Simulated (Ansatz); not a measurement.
# ZrN (Fm-3m) in Ansatz: band structure with PBE

Aim: the band structure of ZrN with PBE.

Everything below comes from runs of Ansatz 0.2.0. Logs are shortened: lines on timing, memory, paths and dates and some standing lists are left out, and cuts for length are marked.

## 1. Starting point

Symmetry: Fm-3m, No. 225, cubic system. Conventional cell: a = 4.600 Å, b = 4.600 Å, c = 4.600 Å, α = 90.00°, β = 90.00°, γ = 90.00°. Zr (site symmetry m-3m) has 6 N at 2.30 Å as nearest neighbours. N (site symmetry m-3m) is surrounded by 6 Zr at 2.30 Å.

## 2. Band structure, PBE

Contents of input.yaml:

```yaml
crystal:
  lattice:
    - [0.0, 2.3, 2.3]
    - [2.3, 0.0, 2.3]
    - [2.3, 2.3, 0.0]
  atoms:
    - { symbol: Zr, position: [0.5, 0.5, 0.5] }
    - { symbol: "N", position: [0.0, 0.0, 0.0] }
kpoints:
  mp_grid: { grid: [10, 10, 10] }
  band_path:
    path:
      - [0.0, 0.0, 0.0]
      - [0.5, 0.0, 0.5]
      - [0.5, 0.25, 0.75]
      - [0.375, 0.375, 0.75]
      - [0.0, 0.0, 0.0]
      - [0.5, 0.5, 0.5]
      - [0.625, 0.25, 0.625]
      - [0.5, 0.25, 0.75]
    npoints: 8
scf:
  occupations: { method: fermi_dirac, width: 0.05 }
hamiltonian:
  xc: pbe
  pseudopotentials: { kind: all_electron, lapw: { basis_error: 0.001 } }
output:
  forces: true
  stress: true
  eigenvalues: true
```

Potentials or basis: all-electron LAPW, scalar-relativistic.

Launch:

```
> ansatz run input.yaml --threads 1 --pin off --max-ram 3072MiB --backend cpu --events-out ev --progress --plain --runs-dir out
```

The log of the run:

```text
Warning: RAYON_NUM_THREADS=1 ignored (pool sized by the plan → 1); use --threads N
LAPW: plane waves up to 8.583 Å⁻¹, error target 1.0e-3 eV per atom; small_component_spin mean_spin; N in spheres of 1.056 Å, 7 of its electrons in bands, Dirac shells []; Zr in spheres of 1.244 Å, 30 of its electrons in bands, Dirac shells [] (how accurate: hamiltonian.pseudopotentials.lapw.basis_error, Limitations)
Engine: ansatz 0.2.0, aarch64-unknown-linux-gnu
Pseudopotentials: kind: all_electron
Pseudopotential: Zr, LAPW, valence charge 30, lapw/all_electron/scalar/gaussian/Zr, Koelling and Harmon's equation, gaussian nucleus
Pseudopotential: N, LAPW, valence charge 7, lapw/all_electron/scalar/gaussian/N, Koelling and Harmon's equation, gaussian nucleus
Functional definition: PBE
  parameter kappa = 0.804
  parameter beta = 0.06672455060314922
  exchange = pbe_x(kappa = kappa, mu = beta*pi^2/3)
  correlation = pbe_c(beta = beta)
Crystal: 2 atoms, lattice volume = 24.334 Å³
Basis set: ecut = 280.66713186706517 eV, 259 PW (Γ), exchange–correlation at level 2
Bands: 23, of which v1, the nominal top of the filled ones, is band 19 counted from 1 (18 counted from 0)
Symmetry: 48 space group operations
Space group: Fm-3m (ITA 225), of the structure as read, at distance tolerance 2.9e-5 Å
k-points: 47 of 1000
Non-local potential: Zr, projectors of the file, none
Non-local potential: N, projectors of the file, none
Initial density: superposition of atomic densities (chi_scale 0.1, normalization cell, long waves kept (reshape's long-wave potential 0.00 eV rms))
Initial wavefunctions: plane waves of lowest kinetic energy (no species holds an atomic orbital)
Functional: x = pbe(κ = 0.804, μ = 0.2195149727645171), c = pbe(β = 0.06672455060314922)
iter 1 solved again at ethr=1.18e-2 eV; its pass at ethr=1.00e-1 eV (dr2=4.38e0 eV) is discarded
SCF iter   1: F=—  HF=-99422.722453 eV  |F-HF|=—  |Δ(HF+E_count)|=         —  Δρ=1.16e-1  dr2=4.37e0  ethr=1.18e-2  ⟨swp⟩=2.0  Hψ=7205  notcnv=0
preconditioner: auto → Kerker (q_TF=auto, 2.926 Å⁻¹)  [metal: Δε(μ)=0.125 eV  Ē_g=19.393 eV  σ=0.050 eV  W_gap=0.49  n_scr=14 (ndim 8)  ℏωp=29.2 eV  f_vac=0.000  D(μ)=0.44/eV (n_scr^D=0)]
iter 2 solved again at ethr=1.32e-4 eV; its pass at ethr=1.18e-2 eV (dr2=4.88e-2 eV) is discarded
SCF iter   2: F=—  HF=-99420.821465 eV  |F-HF|=—  |Δ(HF+E_count)|=    1.90e0  Δρ=1.77e-2  dr2=4.86e-2  ethr=1.32e-4  ⟨swp⟩=2.1  Hψ=5394  notcnv=0
SCF iter   3: F=—  HF=-99420.760021 eV  |F-HF|=—  |Δ(HF+E_count)|=   6.14e-2  Δρ=3.14e-2  dr2=3.58e-1  ethr=1.31e-4  ⟨swp⟩=3.0  Hψ=3641  notcnv=0
SCF iter   4: F=—  HF=-99420.730741 eV  |F-HF|=—  |Δ(HF+E_count)|=         —  Δρ=8.34e-3  dr2=1.25e-2  ethr=1.31e-4  ⟨swp⟩=3.0  Hψ=3600  notcnv=0
the basis was enlarged: its passes take 92.8 KiB over the memory plan, 1 of 1 planned eigensolver slots
SCF iter   5: F=—  HF=-99420.719209 eV  |F-HF|=—  |Δ(HF+E_count)|=   1.15e-2  Δρ=2.12e-3  dr2=1.41e-3  ethr=3.38e-5  ⟨swp⟩=2.9  Hψ=3525  notcnv=0
SCF iter   6: F=—  HF=-99420.718500 eV  |F-HF|=—  |Δ(HF+E_count)|=   7.10e-4  Δρ=1.91e-3  dr2=1.38e-3  ethr=3.80e-6  ⟨swp⟩=2.0  Hψ=3267  notcnv=0
SCF iter   7: F=—  HF=-99420.718135 eV  |F-HF|=—  |Δ(HF+E_count)|=   3.65e-4  Δρ=2.82e-4  dr2=2.66e-5  ethr=3.74e-6  ⟨swp⟩=2.0  Hψ=3267  notcnv=0
SCF iter   8: F=—  HF=-99420.718125 eV  |F-HF|=—  |Δ(HF+E_count)|=   9.63e-6  Δρ=8.24e-5  dr2=2.33e-6  ethr=7.19e-8  ⟨swp⟩=2.0  Hψ=3267  notcnv=0
SCF iter   9: F=—  HF=-99420.718124 eV  |F-HF|=—  |Δ(HF+E_count)|=   7.09e-7  Δρ=1.89e-5  dr2=1.04e-7  ethr=6.28e-9  ⟨swp⟩=2.1  Hψ=3276  notcnv=0
SCF iter  10: F=-99420.718124 eV  HF=-99420.718124 eV  |F-HF|=1.99e-9  |Δ(HF+E_count)|=   1.61e-8  Δρ=4.40e-6  dr2=4.96e-9  ethr=2.81e-10  ⟨swp⟩=2.0  Hψ=3267  notcnv=0
SCF 1 converged in 10 iterations: F = -99420.718124 eV  dr2 = 4.96e-9
NSCF: frozen V_eff on 57 k-points
SCF converged after 10 iterations
Free energy (F): -99420.718124 eV
Harris-Foulkes:  -99420.718124 eV  (|F-HF|=1.99e-9)
Internal energy: -99420.711739 eV  (E = F + TS)
E sigma→0 (E₀):  -99420.714932 eV
Entropy (-TS):   -0.006385 eV (-3.192 meV/atom)
Fermi energy:    19.266868 eV
--- Per-component energies (eV) ---
  E_band       = -4736.727698
  E_kinetic    = 102638.608778
  E_xc         = -3300.094057
  E_electrostatic = -198759.226461  (all electrons and nuclei)
  E_smearing   = -0.006385  (= −TS)
  E_closure    = 0.000000  (closes the sum)
  E_atoms      = -99401.554055  (free atoms, spherical and without spin; not in F)
  Σ components = -99420.718124   (vs F -99420.718124, Δ=0.00e0)
  Basis errors (estimates in eV, not in F): energy 3.7e-4 per atom: plane waves 3.3e-4 (1.8e-4 summed), levels above the bands 3.7e-27, relativity 4.4e-8, radial functions 3.9e-5, core shells 7.0e-14; eigenvalues (radial functions only) 1.2e-6; not estimated: angular momenta, meshes, grids; target (lapw.basis_error) 1.0e-3; muffin-tin radii N 1.056 Å, Zr 1.244 Å
--- Forces (eV/Å), atoms counted from 1 ---
  atom   1  Zr    -0.00000000    -0.00000000     0.00000000
  atom   2  N      0.00000000     0.00000000    -0.00000000
  max |Σ_I F_I| component: 1.18e-30 eV/Å
--- Stress (GPa, compression-positive) ---
       -0.789242       0.000000       0.000000
        0.000000      -0.789242       0.000000
        0.000000       0.000000      -0.789242
  P = ⅓ Tr σ = -0.7892 GPa (-7.892 kbar)
--- Band table (eV; the first three rows and the last of 47) ---
  k-point 0: bands = ["-380.1769", "-358.1703", "-293.0578", "-293.0578", "-293.0578", "-150.2192", "-150.2192", "-150.2160", "-150.2160", "-150.2160", "-30.3712", "-8.0048", "-8.0048", "-8.0048", "2.9900", "16.5816", "16.5816", "16.5816", "18.8390", "18.8390", "18.8390", "20.7951", "20.7951"]
  k-point 1: bands = ["-380.1769", "-358.1703", "-293.0578", "-293.0578", "-293.0578", "-150.2192", "-150.2192", "-150.2160", "-150.2160", "-150.2160", "-30.3585", "-8.1235", "-8.0136", "-8.0136", "3.1862", "15.7974", "16.0520", "16.0520", "19.0947", "19.1264", "19.1264", "21.4918", "21.4918"]
  k-point 2: bands = ["-380.1769", "-358.1703", "-293.0578", "-293.0578", "-293.0578", "-150.2192", "-150.2192", "-150.2160", "-150.2160", "-150.2160", "-30.3249", "-8.4207", "-8.0367", "-8.0367", "3.7010", "14.3529", "15.1084", "15.1084", "19.5398", "19.8317", "19.8317", "23.0214", "23.0214"]
  k-point 46: bands = ["-380.1769", "-358.1703", "-293.0578", "-293.0578", "-293.0578", "-150.2192", "-150.2192", "-150.2160", "-150.2160", "-150.2160", "-30.1920", "-8.7139", "-8.5446", "-8.4045", "4.0516", "14.0154", "14.4954", "14.5686", "19.2254", "21.2524", "23.7102", "23.7187", "24.9904"]
```

bands.tsv:

```text
# k_distance	band_0	band_1	band_2	band_3	band_4	band_5	band_6	band_7	band_8	band_9	band_10	band_11	band_12	band_13	band_14	band_15	band_16	band_17	band_18	band_19	band_20	band_21	band_22
# fermi_ev = 19.266868
[... 67 lines left out ...]
6.422468	-399.443756	-377.437192	-312.324687	-312.324687	-312.324687	-169.486116	-169.486115	-169.482828	-169.482828	-169.482826	-49.459024	-27.922437	-27.875243	-27.670725	-15.156661	-5.431651	-4.777181	-4.757139	0.659388	1.296034	4.433014	4.511083	5.806161
6.482833	-399.443756	-377.437192	-312.324687	-312.324687	-312.324687	-169.486117	-169.486115	-169.482828	-169.482828	-169.482826	-49.458828	-27.896724	-27.896724	-27.677028	-15.155081	-5.432764	-4.769576	-4.769576	0.974077	0.974077	4.444342	4.501947	5.803913
```

It took 14 s on 1 thread of Arm Neoverse V1, shared host; peak memory 0.29 GiB.

What came out:

```yaml
Free_energy: -99420.7181 eV
Pressure: -0.8 GPa
Band_gap_along_the_path: none (metal or under the smearing width)
```

Levels at the corners of the path, in eV from the Fermi level:
| point | band 17 | band 18 | band 19 | band 20 | band 21 | band 22 |
| --- | --- | --- | --- | --- | --- | --- |
| Γ | -2.69 | -2.69 | -0.43 | -0.43 | -0.43 | 1.53 |
| X | -3.47 | -3.20 | -3.20 | 3.29 | 4.43 | 4.43 |
| W | -4.77 | -4.77 | 0.97 | 0.97 | 4.44 | 4.50 |
| K | -4.77 | -4.47 | -0.74 | 3.33 | 3.59 | 5.04 |
| Γ | -2.69 | -2.69 | -0.43 | -0.43 | -0.43 | 1.53 |
| L | -5.68 | -5.68 | 2.94 | 3.01 | 3.01 | 4.67 |
| U | -4.77 | -4.47 | -0.74 | 3.33 | 3.59 | 5.04 |
| W | -4.77 | -4.77 | 0.97 | 0.97 | 4.44 | 4.50 |
